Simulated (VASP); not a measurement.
Ti: single point with PBEsol

Ti:

```
CELL_PARAMETERS angstrom
0.00000 2.03000 2.03000
2.03000 0.00000 2.03000
2.03000 2.03000 0.00000
ATOMIC_POSITIONS crystal
Ti 0.00000 0.00000 0.00000
```

This isn't the form of Ti at room conditions, which is hcp.

| Property | Result |
| --- | --- |
| Program | VASP 6.6.1 |
| Task | single point |
| Functional | PBEsol |
| Potentials or basis | VASP PAW PBE potentials, release 64 (Ti_sv) |
| Cutoff | 520 eV |
| k mesh | 20 × 20 × 20 |
| Occupations | gaussian, width 0.15 eV |
| Spin | no spin polarisation |
| Dipole correction | no |
| Further INCAR settings | ALGO = Fast; EDIFF = 1e-06; NBANDS = 12 |

The pressure is -0.6 GPa and the band gap on the k mesh is none (metal or under the smearing width).

Levels at points of the mesh, in eV from the Fermi level:
```
           k point  band 2  band 3  band 4  band 5  band 6  band 7  band 8  band 9  band 10  band 11
(0.00, 0.00, 0.00)  -32.32  -32.32  -32.32   -6.19    0.90    0.90    0.90    2.61     2.61    15.47
(0.50, 0.00, 0.00)  -33.09  -32.42  -32.42   -2.68    0.74    0.77    0.77    3.75     3.75     8.57
(0.50, 0.50, 0.00)  -33.04  -32.59  -32.59   -2.72   -1.82    3.01    3.74    4.05     4.05    12.09
```

Run time: 40 s on 1 thread of Intel(R) Xeon(R) Platinum 8488C (Sapphire Rapids), on a shared host, peak memory 0.17 GiB.

Caveat: the PAW data sets were made with another functional, which shifts forces and pressure a little.
